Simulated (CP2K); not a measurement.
A run of CP2K 2026.2 is set up as follows.

bes_bands.inp

```
&GLOBAL
  PROJECT bes_bands
  RUN_TYPE ENERGY_FORCE
  PRINT_LEVEL LOW
&END GLOBAL
&FORCE_EVAL
  METHOD QS
  STRESS_TENSOR ANALYTICAL
  &DFT
    BASIS_SET_FILE_NAME BASIS_MOLOPT_UZH
    POTENTIAL_FILE_NAME GTH_POTENTIALS
    &MGRID
      CUTOFF 850
      REL_CUTOFF 60
      NGRIDS 4
    &END MGRID
    &QS
      METHOD GPW
      EPS_DEFAULT 1.0E-9
    &END QS
    &KPOINTS
      SCHEME MONKHORST-PACK 9 9 9
      GAMMA_CENTERED T
      SYMMETRY T
      SYMMETRY_BACKEND SPGLIB
    &END KPOINTS
    &SCF
      SCF_GUESS ATOMIC
      EPS_SCF 1.0E-6
      MAX_SCF 100
      ADDED_MOS 10
      CHOLESKY OFF
      EPS_EIGVAL 1.0E-7
      &DIAGONALIZATION ON
        ALGORITHM STANDARD
      &END DIAGONALIZATION
      &MIXING ON
        METHOD BROYDEN_MIXING
        ALPHA 0.4
        BETA 1.5
        NBUFFER 8
      &END MIXING
      &SMEAR ON
        METHOD FERMI_DIRAC
        ELECTRONIC_TEMPERATURE 300.56
      &END SMEAR
    &END SCF
    &XC
      &XC_FUNCTIONAL
        &LDA_X
        &END LDA_X
        &LDA_C_PW
        &END LDA_C_PW
      &END XC_FUNCTIONAL
    &END XC
    &PRINT
      &KPOINTS ON
      &END KPOINTS
      &MULLIKEN ON
      &END MULLIKEN
      &MO ON
        ENERGIES T
        OCCUPATION_NUMBERS T
        &EACH
          QS_SCF 0
        &END EACH
        ADD_LAST NUMERIC
      &END MO
      &BAND_STRUCTURE
        FILE_NAME bands.bs
        ADDED_MOS 2
        &KPOINT_SET
          UNITS B_VECTOR
          NPOINTS 8
          SPECIAL_POINT GAMMA 0.00000000 0.00000000 0.00000000
          SPECIAL_POINT X 0.50000000 0.00000000 0.50000000
          SPECIAL_POINT W 0.50000000 0.25000000 0.75000000
          SPECIAL_POINT K 0.37500000 0.37500000 0.75000000
          SPECIAL_POINT GAMMA 0.00000000 0.00000000 0.00000000
          SPECIAL_POINT L 0.50000000 0.50000000 0.50000000
          SPECIAL_POINT U 0.62500000 0.25000000 0.62500000
          SPECIAL_POINT W 0.50000000 0.25000000 0.75000000
          SPECIAL_POINT L 0.50000000 0.50000000 0.50000000
          SPECIAL_POINT K 0.37500000 0.37500000 0.75000000
        &END KPOINT_SET
        &KPOINT_SET
          UNITS B_VECTOR
          NPOINTS 8
          SPECIAL_POINT U 0.62500000 0.25000000 0.62500000
          SPECIAL_POINT X 0.50000000 0.00000000 0.50000000
        &END KPOINT_SET
      &END BAND_STRUCTURE
    &END PRINT
  &END DFT
  &SUBSYS
    &CELL
      A 3.4294678888 0.0000000000 0.0000000000
      B 1.7147339444 2.9700063131 0.0000000000
      C 1.7147339444 0.9900021044 2.8001488056
      PERIODIC XYZ
    &END CELL
    &COORD
      SCALED
      S   0.7500000000 0.7500000000 0.7500000000
      Be  0.0000000000 0.0000000000 0.0000000000
    &END COORD
    &KIND S
      BASIS_SET TZVP-MOLOPT-PBE-GTH-q6
      POTENTIAL GTH-PADE-q6
    &END KIND
    &KIND Be
      BASIS_SET TZVP-MOLOPT-PBE-GTH-q4
      POTENTIAL GTH-PADE-q4
    &END KIND
    &PRINT
      &ATOMIC_COORDINATES ON
      &END ATOMIC_COORDINATES
      &CELL ON
      &END CELL
    &END PRINT
  &END SUBSYS
  &PRINT
    &FORCES ON
    &END FORCES
    &STRESS_TENSOR ON
    &END STRESS_TENSOR
  &END PRINT
&END FORCE_EVAL
```

Potentials or basis: GTH_POTENTIALS S GTH-PADE-q6, Be GTH-PADE-q4; TZVP-MOLOPT-PBE-GTH basis.

Command:

```console
$ OMP_NUM_THREADS=1 cp2k.psmp -i bes_bands.inp -o bes_bands.out
```

Predict the band gap along the path.

4.01 eV, indirect (least direct gap 5.56 eV).

Estimate the Mulliken charges.

S -0.54; Be +0.54 e.

Estimate the band gap on the k mesh.

4.10 eV, indirect (least direct gap 5.56 eV).

What does it give for the pressure?

-1.8 GPa.

Levels at the corners of the path, in eV from the valence-band top:
```
point  band 3  band 4  band 5  band 6  band 7  band 8
    Γ    0.00    0.00    0.00    5.56    5.81    5.81
    X   -5.10   -2.71   -2.71    4.31    4.90   12.93
    W   -4.33   -3.94   -3.46    8.17    8.84    8.89
    K   -4.63   -4.20   -2.25    5.20    8.24   11.09
    Γ    0.00    0.00    0.00    5.56    5.81    5.81
    L   -5.91   -1.06   -1.06    5.37    7.26    7.26
    U   -4.63   -4.20   -2.25    5.20    8.24   11.09
    W   -4.33   -3.94   -3.46    8.17    8.84    8.89
    L   -5.91   -1.06   -1.06    5.37    7.26    7.26
    K   -4.63   -4.20   -2.25    5.20    8.24   11.09
    U   -4.63   -4.20   -2.25    5.20    8.24   11.09
    X   -5.10   -2.71   -2.71    4.31    4.90   12.93
```

Caveat: the mesh misses the band edges, which the band path finds closer together; the basis of atomic orbitals isn't converged, which shifts pressures, moduli and gaps. A hybrid or GW would open this gap; LDA tends to underestimate it.
